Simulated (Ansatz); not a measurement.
As:

```
CELL_PARAMETERS angstrom
4.56640 0.00000 0.00000
-2.28320 3.95462 0.00000
0.00000 0.00000 2.83374
ATOMIC_POSITIONS crystal
As 0.33333 0.66667 0.00000
As 0.66667 0.33333 0.00000
```

The cell was built by a generator and needn't be a form met in nature.

- Program: Ansatz 0.2.0
- Task: relaxation of cell and atoms
- Functional: HF
- Potentials or basis: Ansatz PAW
- Cutoff: 420 eV (not typed: the program's choice for these potentials)
- k mesh: 4 × 4 × 5
- Occupations: fermi-dirac, width 0.05 eV
- Spin: no spin polarisation

At the start: volume 25.59 Å³/atom.

Task: Where does the relaxation end?

Result: It ends after 5 steps and the volume is 25.36 Å³/atom (-0.9 %); space group P6/mmm (No. 191, to 0.05 Å).

Step by step:
```csv
step,energy change (eV),largest force (eV/Å),volume (Å³)
1,0.0000,0.0000,51.17
2,-0.0310,0.0000,50.98
3,-0.0314,0.0000,50.79
4,-0.0315,0.0000,50.72
5,-0.0310,0.0000,50.72
```

Final structure:
```xyz
2
Lattice="4.5019 0.0000 0.0000 -2.2510 3.8988 0.0000 0.0000 0.0000 2.8898" Properties=species:S:1:pos:R:3 pbc="T T T"
As    0.0000    2.5992    0.0000
As    2.2510    1.2996    0.0000
```

Caveat: the k mesh is coarse (spacing up to 0.44 Å⁻¹), so the values aren't converged, least of all with exact exchange; the plane-wave basis is chosen anew once the cell has moved, so the energies of steps on either side of that aren't comparable; the PAW data sets come from PBE, with cores solved anew for the run's functional, which leaves a small shift of forces and pressure.
